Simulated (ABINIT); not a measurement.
The system is Cs.

```xyz
1
Lattice="0.0000 3.9483 3.9483 3.9483 0.0000 3.9483 3.9483 3.9483 0.0000" Properties=species:S:1:pos:R:3 pbc="T T T"
Cs    0.0000    0.0000    0.0000
```

This isn't the form of Cs at room conditions, which is bcc.

| Quantity | Value |
| --- | --- |
| Program | ABINIT 10.8.3 (patched build) |
| Task | relaxation of cell and atoms |
| Functional | PBEsol |
| Potentials or basis | PseudoDojo NC SR PBEsol v0.4.1 standard |
| Cutoff | 680 eV |
| k mesh | 4 × 4 × 4 |
| Occupations | fermi-dirac, width 0.05 eV |
| Spin | no spin polarisation |

At the start: pressure -0.2 GPa; volume 123.10 Å³/atom.

Question: How do energy, volume and symmetry change on relaxing?

Answer: Over 4 steps the energy falls by 8.9 meV/atom and the volume is 109.88 Å³/atom (-10.7 %); space group Fm-3m (No. 225, to 0.05 Å).

Step by step:
```csv
step,energy change (eV),largest force (eV/Å),pressure (GPa),volume (Å³)
1,0.0000,0.0000,-0.19,123.10
2,-0.0001,0.0000,-0.19,123.03
3,-0.0087,0.0000,0.04,107.87
4,-0.0089,0.0000,0.00,109.88
```

Final structure:
```
Cs
1.0
     0.00000    3.80162    3.80162
     3.80162    0.00000    3.80162
     3.80162    3.80162    0.00000
Cs
1
Direct
  0.00000 0.00000 0.00000
```
